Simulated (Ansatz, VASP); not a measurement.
# One calculation of C, two programs

File INCAR:

```
SYSTEM = C
ALGO = Normal
EDIFF = 1E-7
ENCUT = 520
GGA = PE
ISIF = 2
ISMEAR = 0
LASPH = .True.
LCHARG = .True.
LELF = .True.
LREAL = .False.
LVHAR = .True.
LWAVE = .False.
NBANDS = 11
NELM = 100
PREC = Accurate
SIGMA = 0.05
```

Contents of KPOINTS:

```
k-points
0
Gamma
  12 12 12
  0 0 0
```

File POSCAR:

```
C
1.0
    0.0000000000      1.7569302762      1.8447767900
    1.7569302762      0.0000000000      1.8447767900
    1.7569302762      1.7569302762      0.0000000000
C
2
Direct
    0.5000000000      0.5000000000      0.5000000000
    0.7500000000      0.7500000000      0.7500000000
```

Input for Ansatz:

```yaml
crystal:
  lattice:
    - [0.0, 1.7569302762, 1.84477679]
    - [1.7569302762, 0.0, 1.84477679]
    - [1.7569302762, 1.7569302762, 0.0]
  atoms:
    - { symbol: C, position: [0.5, 0.5, 0.5] }
    - { symbol: C, position: [0.75, 0.75, 0.75] }
basis:
  ecutwfc: 420
kpoints:
  mp_grid: { grid: [12, 12, 12] }
hamiltonian:
  xc: pbe
scf:
  occupations: { method: gaussian, width: 0.05 }
output:
  forces: true
  stress: true
  eigenvalues: true
```

Alike in both runs: task single point; functional PBE; k mesh 12 × 12 × 12; occupations gaussian, width 0.05 eV; no spin polarisation.

```csv
,VASP,Ansatz
version,VASP 6.6.1,Ansatz 0.2.0
potentials or method,"VASP PAW PBE potentials, release 64 (C)","scalar-relativistic, plane waves, PAW"
plane-wave cutoff (eV),520,420
valence electrons in the cell,8,8
```

```csv
,VASP,Ansatz,Ansatz less VASP
gap on the k mesh at the Fermi level (eV),3.53,3.54,+0.005
least direct gap on the mesh (eV),5.14,5.15,+0.004
pressure (GPa),0.8,0.1,-0.66
largest component of the traceless stress (GPa),31.61,31.63,+0.014
```

The functional is the same, so the differences come from potentials, cutoffs and numerics.
